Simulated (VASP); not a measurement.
# V (P6_3/mmc) in VASP: a series of runs, part 2 of 2

VASP 6.6.1. The steps go on from the part before.

### 4 Single point, PBE, collinear spin, ferromagnetic start

INCAR

```
  PREC = Accurate
  ENCUT = 650
  EDIFF = 1E-6
  ISMEAR = 0
  SIGMA = 0.1
  LREAL = F
  LASPH = T
  NELM = 100
  ALGO = Normal
  ISIF = 2
  LWAVE = F
  LCHARG = F
  ISPIN = 2
  MAGMOM = 2 2
  LORBIT = 11
  LMAXMIX = 4
  GGA = PE
  ADDGRID = F
```

KPOINTS

```
Automatic mesh
0
Gamma
  13 13 6
```

POSCAR

```
V
1.0
    2.6042941027      0.0000000000      0.0000000000
   -1.3021470513      2.2553848518      0.0000000000
    0.0000000000      0.0000000000      4.7233360000
V
2
Direct
    0.3610050000      0.6924900000      0.2406650000
    0.6997010000      0.3498080000      0.7667620000
```

Potentials or basis: VASP PAW PBE potentials, release 64 (V_sv).

Launch:

```console
$ cat potpaw_PBE.64/V_sv/POTCAR > POTCAR
$ mpirun -np 1 vasp_std > vasp.out
```

OUTCAR:

```text
PREC = Accurate
   ENCUT = 650
   EDIFF = 1E-6
   ISMEAR = 0
   LREAL = F
   LASPH = T
   NELM = 100
   ISIF = 2
   ISPIN = 2
   LORBIT = 11
   GGA = PE

 Found    508 irreducible k-points:

 Following reciprocal coordinates:
            Coordinates               Weight
  0.000000  0.000000  0.000000      1.000000
  0.076923 -0.000000  0.000000      2.000000
  0.000000  0.076923  0.000000      2.000000
 -0.076923  0.076923  0.000000      2.000000
  0.153846 -0.000000  0.000000      2.000000
  0.000000  0.153846  0.000000      2.000000
   k-points           NKPTS =    508   k-points in BZ     NKDIM =    508   number of bands    NBANDS=     19
   number of dos      NEDOS =    301   number of ions     NIONS =      2
   total plane-waves  NPLWV =  23040
   dimension x,y,z NGX =    24 NGY =   24 NGZ =   40
   dimension x,y,z NGXF=    48 NGYF=   48 NGZF=   80
   ions per type =               2
   NGX,Y,Z   is equivalent  to a cutoff of  15.32, 15.32, 14.08 a.u.
   NGXF,Y,Z  is equivalent  to a cutoff of  30.64, 30.64, 28.16 a.u.
 SYSTEM =  unknown system
   PREC   = accura    normal or accurate (medium, high low for compatibility)
   ISTART =      0    job   : 0-new  1-cont  2-samecut
[... 206 lines left out ...]
      1     -54.3333      1.00000
      2     -54.2157      1.00000
      3     -28.4414      1.00000
      4     -27.7807      1.00000
      5     -27.6658      1.00000
      6     -27.6633      1.00000
[... 109 lines left out ...]
      6     -27.7736      1.00000
[... 11 lines left out ...]
     18      11.2563      0.00000
     19      12.6522      0.00000

 [... further k-points ...]
[... 5 lines left out ...]
  --------------------------------------------------------------------------------------
  -------------------------------------------------------------------------------------
  Total        0.1178146      0.2682394      0.1103655      0.0944410      0.0429909     -0.0535770
  in kB        6.8037789     15.4907926      6.3735962      5.4539552      2.4827191     -3.0940676
  external PRESSURE =       9.5560559 kB  Pullay stress =       0.0000000 kB

 VOLUME and BASIS-vectors are now :
 -----------------------------------------------------------------------------
  energy-cutoff  :      650.00
  volume of cell :       27.74
      direct lattice vectors                 reciprocal lattice vectors
     2.604294103  0.000000000  0.000000000     0.383981210  0.221691655  0.000000000
    -1.302147051  2.255384852  0.000000000     0.000000000  0.443383310  0.000000000
     0.000000000  0.000000000  4.723336000     0.000000000  0.000000000  0.211714771

 POSITION                                       TOTAL-FORCE (eV/Angst)
 -----------------------------------------------------------------------------------
      0.03844      1.56183      1.13674        -0.035630      0.025764      1.195908
      1.36673      0.78895      3.62167         0.035630     -0.025764     -1.195908
 -----------------------------------------------------------------------------------
    total drift:                                0.000003      0.000006      0.000061

  FREE ENERGIE OF THE ION-ELECTRON SYSTEM (eV)
  ---------------------------------------------------
  free  energy   TOTEN  =       -17.4167540180 eV

  energy  without entropy=      -17.4008620887  energy(sigma->0) =      -17.40880805

 total charge

# of ion       s       p       d       tot
------------------------------------------
    1        2.345   6.211   3.082  11.638
    2        2.345   6.211   3.082  11.638
--------------------------------------------------
tot          4.690  12.422   6.164  23.276

 magnetization (x)

# of ion       s       p       d       tot
------------------------------------------
    1       -0.000  -0.000  -0.000  -0.000
    2       -0.000  -0.000  -0.000  -0.000
--------------------------------------------------
tot         -0.000  -0.000  -0.000  -0.000
```

OSZICAR:

```text
N       E                     dE             d eps       ncg     rms          rms(c)
DAV:   1     0.372042218246E+03    0.37204E+03   -0.18048E+04 38616   0.184E+03
DAV:   2    -0.717838109666E+01   -0.37922E+03   -0.37411E+03 39290   0.560E+02
DAV:   3    -0.188438778489E+02   -0.11665E+02   -0.11375E+02 45993   0.114E+02
DAV:   4    -0.190067918639E+02   -0.16291E+00   -0.16198E+00 44640   0.133E+01
DAV:   5    -0.190088752895E+02   -0.20834E-02   -0.20831E-02 42642   0.152E+00    0.261E+01
DAV:   6    -0.171669903530E+02    0.18419E+01   -0.11745E+01 40123   0.335E+01    0.456E+00
DAV:   7    -0.173549718731E+02   -0.18798E+00   -0.60657E-01 42271   0.756E+00    0.403E+00
DAV:   8    -0.173875573641E+02   -0.32585E-01   -0.18231E-02 40617   0.162E+00    0.150E+00
DAV:   9    -0.174055768319E+02   -0.18019E-01   -0.85835E-03 40680   0.880E-01    0.767E-01
DAV:  10    -0.174164115730E+02   -0.10835E-01   -0.10578E-02 39989   0.772E-01    0.136E-01
DAV:  11    -0.174167167746E+02   -0.30520E-03   -0.61406E-04 41439   0.237E-01    0.536E-02
DAV:  12    -0.174167509722E+02   -0.34198E-04   -0.52736E-05 43187   0.691E-02    0.212E-02
DAV:  13    -0.174167547720E+02   -0.37998E-05   -0.79730E-06 35372   0.243E-02    0.672E-03
DAV:  14    -0.174167540180E+02    0.75398E-06   -0.38825E-07 19673   0.856E-03
   1 F= -.17416754E+02 E0= -.17408808E+02  d E =-.158919E-01  mag=    -0.0004
```

stdout:

```text
POSCAR found type information on POSCAR V
 POSCAR found :  1 types and       2 ions
 scaLAPACK will be used
 LDA part: xc-table for (Slater+PW92), standard interpolation
 POSCAR, INCAR and KPOINTS ok, starting setup
 FFT: planning ... GRIDC
 FFT: planning ... GRID_SOFT
 FFT: planning ... GRID
 WAVECAR not read
 entering main loop
```

Wall time 7.4 min (1 thread of Intel Xeon Platinum 8488C (Sapphire Rapids), shared host); peak memory 0.58 GiB.

These settings aren't checked as converged: the numbers below hold their error.

What came out:

| Quantity | Value |
| --- | --- |
| Free energy | -17.4168 eV |
| Pressure | 1.0 GPa |
| Largest force | 1.197 eV/Å |
| Band gap on the k mesh | none (metal or under the smearing width) |
| Net moment | 0.00 μB per cell |
| Valence electrons inside the program's atomic spheres | V 11.64 |

### 5 Single point, PBE, collinear spin, ferromagnetic start

Edit INCAR of step 4 so:

```diff
@@ -1,3 +1,3 @@
   PREC = Accurate
-  ENCUT = 650
+  ENCUT = 460
   EDIFF = 1E-6
```

KPOINTS

```
Automatic mesh
0
Gamma
  15 15 8
```

POSCAR

```
V
1.0
    2.6042941027      0.0000000000      0.0000000000
   -1.3021470513      2.2553848518      0.0000000000
    0.0000000000      0.0000000000      4.7233360000
V
2
Direct
    0.3333333333      0.6666666667      0.2500000000
    0.6666666667      0.3333333333      0.7500000000
```

Potentials or basis: VASP PAW PBE potentials, release 64 (V_sv).

Launch:

```console
$ cat potpaw_PBE.64/V_sv/POTCAR > POTCAR
$ mpirun -np 1 vasp_std > vasp.out
```

OUTCAR:

```text
PREC = Accurate
   ENCUT = 460
   EDIFF = 1E-6
   ISMEAR = 0
   LREAL = F
   LASPH = T
   NELM = 100
   ISIF = 2
   ISPIN = 2
   LORBIT = 11
   GGA = PE

 Found    135 irreducible k-points:

 Following reciprocal coordinates:
            Coordinates               Weight
  0.000000  0.000000  0.000000      1.000000
  0.066667 -0.000000  0.000000      6.000000
  0.133333 -0.000000  0.000000      6.000000
  0.200000 -0.000000  0.000000      6.000000
  0.266667 -0.000000  0.000000      6.000000
  0.333333 -0.000000  0.000000      6.000000
[... 354 lines left out ...]
  external PRESSURE =      -8.0385348 kB  Pullay stress =       0.0000000 kB

 VOLUME and BASIS-vectors are now :
 -----------------------------------------------------------------------------
  energy-cutoff  :      460.00
  volume of cell :       27.74
      direct lattice vectors                 reciprocal lattice vectors
     2.604294103  0.000000000  0.000000000     0.383981210  0.221691655  0.000000000
    -1.302147051  2.255384852  0.000000000     0.000000000  0.443383310  0.000000000
     0.000000000  0.000000000  4.723336000     0.000000000  0.000000000  0.211714771

 POSITION                                       TOTAL-FORCE (eV/Angst)
 -----------------------------------------------------------------------------------
     -0.00000      1.50359      1.18083        -0.000000      0.000000      0.000000
      1.30215      0.75179      3.54250         0.000000     -0.000000      0.000000
 -----------------------------------------------------------------------------------
    total drift:                                0.000000     -0.000000      0.000000

  FREE ENERGIE OF THE ION-ELECTRON SYSTEM (eV)
  ---------------------------------------------------
  free  energy   TOTEN  =       -17.4854143119 eV

  energy  without entropy=      -17.4667643492  energy(sigma->0) =      -17.47608933

 total charge

# of ion       s       p       d       tot
------------------------------------------
    1        2.343   6.210   3.075  11.628
    2        2.343   6.210   3.075  11.628
--------------------------------------------------
tot          4.686  12.420   6.151  23.257

 magnetization (x)

# of ion       s       p       d       tot
------------------------------------------
    1        0.000   0.000   0.000   0.000
    2        0.000   0.000   0.000   0.000
--------------------------------------------------
tot          0.000   0.000   0.000   0.000
```

OSZICAR:

```text
N       E                     dE             d eps       ncg     rms          rms(c)
DAV:   1     0.309079941424E+03    0.30908E+03   -0.15760E+04 10308   0.148E+03
DAV:   2    -0.982469230407E+01   -0.31890E+03   -0.31436E+03 10439   0.495E+02
DAV:   3    -0.189664463451E+02   -0.91418E+01   -0.89313E+01 12409   0.980E+01
DAV:   4    -0.190837974558E+02   -0.11735E+00   -0.11695E+00 11654   0.107E+01
DAV:   5    -0.190852869957E+02   -0.14895E-02   -0.14891E-02 11542   0.124E+00    0.260E+01
DAV:   6    -0.172385009470E+02    0.18468E+01   -0.12027E+01 10729   0.336E+01    0.451E+00
DAV:   7    -0.174327255845E+02   -0.19422E+00   -0.57623E-01 11219   0.730E+00    0.403E+00
DAV:   8    -0.174633058427E+02   -0.30580E-01   -0.16202E-02 10875   0.148E+00    0.146E+00
DAV:   9    -0.174781303643E+02   -0.14825E-01   -0.98218E-03 10811   0.891E-01    0.650E-01
DAV:  10    -0.174849116543E+02   -0.67813E-02   -0.81341E-03 10979   0.677E-01    0.153E-01
DAV:  11    -0.174852628406E+02   -0.35119E-03   -0.18203E-04 11190   0.155E-01    0.809E-02
DAV:  12    -0.174853887052E+02   -0.12586E-03   -0.39053E-05 11263   0.413E-02    0.333E-02
DAV:  13    -0.174854126554E+02   -0.23950E-04   -0.21991E-05  8267   0.255E-02    0.669E-03
DAV:  14    -0.174854137023E+02   -0.10469E-05   -0.72404E-07  5259   0.101E-02    0.331E-03
DAV:  15    -0.174854143119E+02   -0.60960E-06   -0.21290E-07  5172   0.493E-03
   1 F= -.17485414E+02 E0= -.17476089E+02  d E =-.186500E-01  mag=     0.0002
```

stdout:

```text
POSCAR found type information on POSCAR V
 POSCAR found :  1 types and       2 ions
 scaLAPACK will be used
 LDA part: xc-table for (Slater+PW92), standard interpolation
 POSCAR, INCAR and KPOINTS ok, starting setup
 FFT: planning ... GRIDC
 FFT: planning ... GRID_SOFT
 FFT: planning ... GRID
 WAVECAR not read
 entering main loop
```

Run time: 66 s. Hardware: 1 thread of Intel Xeon Platinum 8488C (Sapphire Rapids), shared host; peak memory 0.2 GiB.

These settings aren't checked as converged: the numbers below hold their error.

What came out:

```yaml
Free_energy: -17.4854 eV
Pressure: -0.8 GPa
Band_gap_on_the_k_mesh: none (metal or under the smearing width)
Net_moment: 0.00 μB per cell
Valence_electrons_inside_the_program's_atomic_spheres: V 11.63
```
